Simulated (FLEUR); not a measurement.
Runs of FLEUR MaX-R8.1 (later development tree) on BeTe. Symmetry: F-43m, No. 216, cubic system. The conventional cell has a = 5.540 Å, b = 5.540 Å, c = 5.540 Å, α = 90.00°, β = 90.00°, γ = 90.00°. Te (site symmetry -43m) is surrounded by 4 Be at 2.40 Å. Be (site symmetry -43m) has 4 Te at 2.40 Å as nearest neighbours. 

| task | level | gmax | muffin-tin radii | max iterations | mixing factor | mixer | kmax | gap on the mesh (eV) | V0 of scaled cells (Å³/atom) | B0 (GPa) |
| --- | --- | --- | --- | --- | --- | --- | --- | --- | --- | --- |
| single point | PBEsol | 13.1 1/bohr | Te 2.36, Be 1.71 bohr | 60 | 0.05 | Anderson | 4.21 1/bohr | 1.75 | - | - |
| band structure | r2SCAN | 12.7 1/bohr | Te 2.44, Be 1.76 bohr | 80 | 0.05 | Anderson | 4.1 1/bohr | (b) | - | - |
| equation of state | PBEsol | 13.1 1/bohr | Te 2.36, Be 1.71 bohr | - | - | - | 4.21 1/bohr | - | 22.00 | 60 |
| equation of state | LDA | 13.1 1/bohr | Te 2.36, Be 1.71 bohr | - | - | - | 4.21 1/bohr | - | (a) | 64 |
| band structure | PBEsol | 12.7 1/bohr | Te 2.44, Be 1.76 bohr | 60 | 0.05 | Anderson | 4.1 1/bohr | 1.75 | - | - |
| band structure | LDA | 12.7 1/bohr | Te 2.44, Be 1.76 bohr | 60 | 0.05 | Anderson | 4.1 1/bohr | 1.77 | - | - |

Alike in all rows: potentials or basis all-electron, FLAPW; no spin polarisation; cell as given; k mesh 8 × 8 × 8; smearing fermi-dirac 0.05 eV.

Q: Fill in the values left out.

A: (a) 21.41; (b) 2.21.

Caveats: spin-orbit coupling is left out, which moves the levels of the heavy elements (some runs); the meta-GGA is that of a development version, with a GGA for the radial functions and cores and without core tails (some runs).

A k mesh can miss the band edges, and the runs leave out spin-orbit coupling on Te.
